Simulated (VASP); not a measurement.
# Sb (P6_3/mmc) in VASP: a series of runs, part 2 of 2

VASP 6.6.1. The steps go on from the part before.

## (4) Equation of state, PBE, 26.12 Å³/atom (volume scaled by 0.98)

File INCAR:

```
SYSTEM = Sb
PREC = Accurate
ENCUT = 520
EDIFF = 1E-7
ISMEAR = -1
SIGMA = 0.05
LREAL = .FALSE.
LASPH = .TRUE.
NELM = 60
ALGO = Normal
ISIF = 2
LWAVE = .FALSE.
LCHARG = .FALSE.
GGA = PE
NBANDS = 12
```

File KPOINTS:

```
Automatic mesh
0
G
  9 9 5
  0 0 0
```

File POSCAR:

```
Sb
1.0
    3.3320180998      0.0000000000      0.0000000000
   -1.6660090499      2.8856123203      0.0000000000
    0.0000000000      0.0000000000      5.4334470562
Sb
2
Direct
    0.6666666667      0.3333333333      0.7500000000
    0.3333333333      0.6666666667      0.2500000000
```

Run with:

```
> cat potpaw_PBE.64/Sb/POTCAR > POTCAR
> mpirun -np 1 vasp_std > vasp.out
```

Wall time 16 s (1 thread of Intel Xeon Platinum 8488C (Sapphire Rapids), shared host); peak memory 0.17 GiB.

The run converged. Its results:

- Free energy: -7.7143 eV
- Pressure: 2.7 GPa
- Band gap on the k mesh: none (metal or under the smearing width)

## (5) Equation of state, PBE, 27.19 Å³/atom (volume scaled by 1.02)

File INCAR:

```
PREC     = Accurate       # precision mode
ENCUT    = 520            # plane-wave cutoff, eV
EDIFF    = 1E-7           # SCF threshold, eV
ISMEAR   = -1             # smearing method
SIGMA    = 0.05           # smearing width, eV
LREAL    = F              # projectors in reciprocal space
LASPH    = T              # aspherical terms in the spheres
NELM     = 60             # most SCF steps
ALGO     = Normal         # electronic algorithm
ISIF     = 2              # what is computed and relaxed
LWAVE    = F              # write WAVECAR
LCHARG   = F              # write CHGCAR
GGA      = PE             # functional
NBANDS   = 12             # bands
```

File KPOINTS:

```
Automatic mesh
0
Gamma
  9 9 5
```

File POSCAR:

```
Sb
1.0
    3.3767485125      0.0000000000      0.0000000000
   -1.6883742563      2.9243499940      0.0000000000
    0.0000000000      0.0000000000      5.5063879352
Sb
2
Direct
    0.6666666667      0.3333333333      0.7500000000
    0.3333333333      0.6666666667      0.2500000000
```

Run with:

```
> cat potpaw_PBE.64/Sb/POTCAR > POTCAR
> mpirun -np 1 vasp_std > vasp.out
```

Wall time 17 s (1 thread of Intel Xeon Platinum 8488C (Sapphire Rapids), shared host); peak memory 0.17 GiB.

Results (log left out):

| Quantity | Value |
| --- | --- |
| Free energy | -7.7324 eV |
| Pressure | 0.1 GPa |
| Band gap on the k mesh | none (metal or under the smearing width) |

## (6) Equation of state, PBE, 27.72 Å³/atom (volume scaled by 1.04)

File INCAR:

```
  PREC = Accurate
  ENCUT = 520
  EDIFF = 1E-7
  ISMEAR = -1
  SIGMA = 0.05
  LREAL = False
  LASPH = True
  NELM = 100
  ALGO = Normal
  ISIF = 2
  LWAVE = False
  LCHARG = False
  GGA = PE
  NBANDS = 12
```

KPOINTS is that of step 5.

File POSCAR:

```
Sb
1.0
    3.3986760653      0.0000000000      0.0000000000
   -1.6993380327      2.9433398118      0.0000000000
    0.0000000000      0.0000000000      5.5421447030
Sb
2
Direct
    0.6666666667      0.3333333333      0.7500000000
    0.3333333333      0.6666666667      0.2500000000
```

Potentials or basis: VASP PAW PBE potentials, release 64 (Sb).

Run with:

```
> cat potpaw_PBE.64/Sb/POTCAR > POTCAR
> mpirun -np 1 vasp_std > vasp.out
```

It took 17 s on 1 thread of Intel Xeon Platinum 8488C (Sapphire Rapids), shared host; peak memory 0.17 GiB.

Results (log left out):

```
Free energy            : -7.7295 eV
Pressure               : -1.0 GPa
Band gap on the k mesh : none (metal or under the smearing width)
```

## (7) Equation of state, PBE, 28.25 Å³/atom (volume scaled by 1.06)

File INCAR:

```
PREC = Accurate ; ENCUT = 520
EDIFF = 1E-7 ; ISMEAR = -1
SIGMA = 0.05 ; LREAL = F
LASPH = T ; NELM = 60
ALGO = Normal ; ISIF = 2
LWAVE = F ; LCHARG = F
GGA = PE ; NBANDS = 12
```

KPOINTS is that of step 6.

File POSCAR:

```
Sb
1.0
    3.4203242672      0.0000000000      0.0000000000
   -1.7101621336      2.9620877046      0.0000000000
    0.0000000000      0.0000000000      5.5774459394
Sb
2
Direct
    0.6666666667      0.3333333333      0.7500000000
    0.3333333333      0.6666666667      0.2500000000
```

Run with:

```
> cat potpaw_PBE.64/Sb/POTCAR > POTCAR
> mpirun -np 1 vasp_std > vasp.out
```

Run time: 16 s. Hardware: 1 thread of Intel Xeon Platinum 8488C (Sapphire Rapids), shared host; peak memory 0.17 GiB.

The run converged. Its results:

```
Free energy            : -7.7194 eV
Pressure               : -2.0 GPa
Band gap on the k mesh : none (metal or under the smearing width)
```

## (8) Equation of state, PBE

Potentials or basis: VASP PAW PBE potentials, release 64 (Sb).

This step only gathers the single runs of the series.

What came out:

* Equilibrium volume: 27.24 Å³/atom
* Bulk modulus at fixed shape and positions: 59 GPa
* Pressure derivative of the bulk modulus: 4.3 (rough: it moves with the points fitted)

Energy against volume, from the lowest point:
```
volume (Å³/atom)  energy (meV/atom)
          25.055              37.27
          25.588              20.47
          26.121               9.07
          26.654               2.41
          27.187               0.00
          27.720               1.47
          28.253               6.50
```

Caveat: the cell was scaled at fixed shape and fractional positions, which overstates the stiffness of a crystal with free parameters, most of all of layers and chains.

## (9) Equation of state, PBEsol, 25.05 Å³/atom (volume scaled by 0.94)

File INCAR:

```
SYSTEM = Sb
PREC = Accurate ; ENCUT = 520
EDIFF = 1E-7 ; ISMEAR = -1
SIGMA = 0.05 ; LREAL = .False.
LASPH = .True. ; NELM = 100
ALGO = Normal ; ISIF = 2
LWAVE = .False. ; LCHARG = .False.
GGA = PS ; NBANDS = 12
```

File KPOINTS:

```
regular mesh
0
Gamma
  9 9 5
  0 0 0
```

File POSCAR:

```
Sb
1.0
    3.2860533585      0.0000000000      0.0000000000
   -1.6430266792      2.8458056866      0.0000000000
    0.0000000000      0.0000000000      5.3584933852
Sb
2
Direct
    0.6666666667      0.3333333333      0.7500000000
    0.3333333333      0.6666666667      0.2500000000
```

Potentials or basis: VASP PAW PBE potentials, release 64 (Sb).

Run with:

```
> cat potpaw_PBE.64/Sb/POTCAR > POTCAR
> mpirun -np 1 vasp_std > vasp.out
```

Wall time 12 s (1 thread of AMD EPYC 7R13 (Zen 3), shared host); peak memory 0.13 GiB.

Results (log left out):

- Free energy: -8.6745 eV
- Pressure: 2.7 GPa
- Band gap on the k mesh: none (metal or under the smearing width)

Caveat: the PAW data sets were made with another functional, which shifts forces and pressure a little.

## (10) Equation of state, PBEsol, 25.59 Å³/atom (volume scaled by 0.96)

INCAR is that of step 9.

KPOINTS is that of step 9.

File POSCAR:

```
Sb
1.0
    3.3091953418      0.0000000000      0.0000000000
   -1.6545976709      2.8658472321      0.0000000000
    0.0000000000      0.0000000000      5.3962304974
Sb
2
Direct
    0.6666666667      0.3333333333      0.7500000000
    0.3333333333      0.6666666667      0.2500000000
```

Run with:

```
> cat potpaw_PBE.64/Sb/POTCAR > POTCAR
> mpirun -np 1 vasp_std > vasp.out
```

It took 16 s on 1 thread of AMD EPYC 7R13 (Zen 3), shared host; peak memory 0.15 GiB.

The run converged. Its results:

* Free energy: -8.6867 eV
* Pressure: 1.0 GPa
* Band gap on the k mesh: none (metal or under the smearing width)

Caveat: the PAW data sets were made with another functional, which shifts forces and pressure a little.

## (11) Equation of state, PBEsol, 26.12 Å³/atom (volume scaled by 0.98)

INCAR is that of step 10.

KPOINTS is that of step 10.

File POSCAR:

```
Sb
1.0
    3.3320180998      0.0000000000      0.0000000000
   -1.6660090499      2.8856123203      0.0000000000
    0.0000000000      0.0000000000      5.4334470562
Sb
2
Direct
    0.6666666667      0.3333333333      0.7500000000
    0.3333333333      0.6666666667      0.2500000000
```

Run with:

```
> cat potpaw_PBE.64/Sb/POTCAR > POTCAR
> mpirun -np 1 vasp_std > vasp.out
```

Run time: 21 s. Hardware: 1 thread of AMD EPYC 7R13 (Zen 3), shared host; peak memory 0.15 GiB.

Results (log left out):

```
Free energy            : -8.6889 eV
Pressure               : -0.4 GPa
Band gap on the k mesh : none (metal or under the smearing width)
```

Caveat: the PAW data sets were made with another functional, which shifts forces and pressure a little.

## (12) Equation of state, PBEsol, 27.19 Å³/atom (volume scaled by 1.02)

INCAR is that of step 11.

KPOINTS is that of step 11.

File POSCAR:

```
Sb
1.0
    3.3767485125      0.0000000000      0.0000000000
   -1.6883742563      2.9243499940      0.0000000000
    0.0000000000      0.0000000000      5.5063879352
Sb
2
Direct
    0.6666666667      0.3333333333      0.7500000000
    0.3333333333      0.6666666667      0.2500000000
```

Potentials or basis: VASP PAW PBE potentials, release 64 (Sb).

Run with:

```
> cat potpaw_PBE.64/Sb/POTCAR > POTCAR
> mpirun -np 1 vasp_std > vasp.out
```

Run time: 23 s. Hardware: 1 thread of AMD EPYC 7R13 (Zen 3), shared host; peak memory 0.14 GiB.

Results (log left out):

- Free energy: -8.6676 eV
- Pressure: -2.8 GPa
- Band gap on the k mesh: none (metal or under the smearing width)

Caveat: the PAW data sets were made with another functional, which shifts forces and pressure a little.

## (13) Equation of state, PBEsol, 27.72 Å³/atom (volume scaled by 1.04)

INCAR is that of step 12.

KPOINTS is that of step 12.

File POSCAR:

```
Sb
1.0
    3.3986760653      0.0000000000      0.0000000000
   -1.6993380327      2.9433398118      0.0000000000
    0.0000000000      0.0000000000      5.5421447030
Sb
2
Direct
    0.6666666667      0.3333333333      0.7500000000
    0.3333333333      0.6666666667      0.2500000000
```

Run with:

```
> cat potpaw_PBE.64/Sb/POTCAR > POTCAR
> mpirun -np 1 vasp_std > vasp.out
```

Wall time 17 s (1 thread of AMD EPYC 7R13 (Zen 3), shared host); peak memory 0.15 GiB.

The run converged. Its results:

| Quantity | Value |
| --- | --- |
| Free energy | -8.6458 eV |
| Pressure | -3.8 GPa |
| Band gap on the k mesh | none (metal or under the smearing width) |

Caveat: the PAW data sets were made with another functional, which shifts forces and pressure a little.

## (14) Equation of state, PBEsol, 28.25 Å³/atom (volume scaled by 1.06)

INCAR is that of step 13.

KPOINTS is that of step 13.

File POSCAR:

```
Sb
1.0
    3.4203242672      0.0000000000      0.0000000000
   -1.7101621336      2.9620877046      0.0000000000
    0.0000000000      0.0000000000      5.5774459394
Sb
2
Direct
    0.6666666667      0.3333333333      0.7500000000
    0.3333333333      0.6666666667      0.2500000000
```

Run with:

```
> cat potpaw_PBE.64/Sb/POTCAR > POTCAR
> mpirun -np 1 vasp_std > vasp.out
```

Run time: 21 s. Hardware: 1 thread of AMD EPYC 7R13 (Zen 3), shared host; peak memory 0.15 GiB.

It converged, with:

* Free energy: -8.6175 eV
* Pressure: -4.7 GPa
* Band gap on the k mesh: none (metal or under the smearing width)

Caveat: the PAW data sets were made with another functional, which shifts forces and pressure a little.

## (15) Equation of state, PBEsol

Potentials or basis: VASP PAW PBE potentials, release 64 (Sb).

This step only gathers the single runs of the series.

Results:

* Equilibrium volume: 25.98 Å³/atom
* Bulk modulus at fixed shape and positions: 67 GPa
* Pressure derivative of the bulk modulus: 4.3 (rough: it moves with the points fitted)

Energy against volume, from the lowest point:
| volume (Å³/atom) | energy (meV/atom) |
| --- | --- |
| 25.055 | 7.20 |
| 25.588 | 1.08 |
| 26.121 | 0.00 |
| 26.654 | 3.35 |
| 27.187 | 10.64 |
| 27.720 | 21.53 |
| 28.253 | 35.70 |

Caveat: the cell was scaled at fixed shape and fractional positions, which overstates the stiffness of a crystal with free parameters, most of all of layers and chains; the PAW data sets were made with another functional, which shifts forces and pressure a little. Spin-orbit coupling is left out, which matters for the levels of Sb.
